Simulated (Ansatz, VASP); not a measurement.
## Sn: VASP and Ansatz over several settings

```
Sn
1.0
     0.00000    3.29676    3.29676
     3.29676    0.00000    3.29676
     3.29676    3.29676    0.00000
Sn
2
Direct
  0.75000 0.75000 0.75000
  0.50000 0.50000 0.50000
```

Change from the starting cell: volume scaled by 1.06.

Single points on this cell with VASP 6.6.1 and Ansatz 0.2.0. Each row is one pair of runs. Alike in all rows: spin: off; k mesh: 7 × 7 × 7; smearing: fermi-dirac, width 0.05 eV; VASP's potentials, cutoff: VASP PAW PBE potentials, release 64 (Sn_d), 520 eV.

```tsv
level	Ansatz's potentials, cutoff	gap on the k mesh at the Fermi level (eV), VASP	gap on the k mesh at the Fermi level (eV), Ansatz	pressure (GPa), VASP	pressure (GPa), Ansatz
PBE	Ansatz PAW, 420 eV	none	none	1.0	1.1
PBE	Ansatz PAW earlier set, 770 eV	none	none	1.0	1.1
PBE	SPMS NC, 490 eV	none	none	1.0	1.2
PBE	JTH PAW, 6600 eV	none	?	1.0	?
PBE	PseudoDojo standard (PBE files), 980 eV	none	none	1.0	1.1
PBE	PseudoDojo stringent (PBE files), 1388 eV	none	none	1.0	1.1
PBE	Ansatz NC, 980 eV	none	none	1.0	1.1
r2SCAN	Ansatz PAW, 500 eV	none	none	-0.5	-0.5
```

Task: Fill in what Ansatz gave in row 4.

Result: gap on the k mesh at the Fermi level (eV): none; pressure (GPa): 1.1.

A gap of «none» marks a metal or a gap that the smearing closes.

Caveats: the PAW data sets were made with another functional, which shifts forces and pressure a little (VASP); the pressure holds a Pulay correction of +0.4 GPa for the finite cutoff (Ansatz); the PAW data sets come from PBE, with cores solved anew for the run's functional, which leaves a small shift of forces and pressure (Ansatz).
